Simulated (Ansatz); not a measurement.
# Ge under changes of volume

One of the cells (18.524 Å³/atom); the others are scaled copies at fixed shape and fractional positions:

```
Ge
1.0
    -2.57449    2.57449    1.39741
     2.57449   -2.57449    1.39741
     2.57449    2.57449   -1.39741
Ge
2
Direct
  0.50000 0.50000 0.00000
  0.25000 0.75000 0.50000
```

This isn't the form of Ge at room conditions, which is diamond.

- Program: Ansatz 0.2.0
- Functional: PBE
- Potentials or basis: Ansatz PAW
- Cutoff: 420 eV (not typed: the program's choice for these potentials)
- k mesh: 11 × 11 × 11
- Occupations: fermi-dirac, width 0.05 eV
- Spin: no spin polarisation

```tsv
volume (Å³/atom)	energy over the lowest point (meV/atom)	pressure (GPa)
17.413	48.68	9.0
17.783	?	?
18.154	17.04	4.9
18.524	7.70	3.2
18.895	2.14	1.6
19.265	0.00	0.2
19.636	0.97	-1.1
```

What does the run at 17.783 Å³/atom give?

Energy over the lowest point 30.54 meV/atom; pressure 6.8 GPa.

Worked out: A Birch-Murnaghan fit of order 3 (a polynomial in V^(-2/3)) to the other rows has its minimum at 19.33 Å³/atom with B0 = V·E''(V) = 69 GPa and B' = 4.1 at fixed shape and positions, which overstates the stiffness. It gives 30.57 meV/atom at 17.783 Å³/atom, against the run's 30.54, and -dE/dV = 6.8 GPa, against 6.8.

Energies are extrapolated to zero smearing.
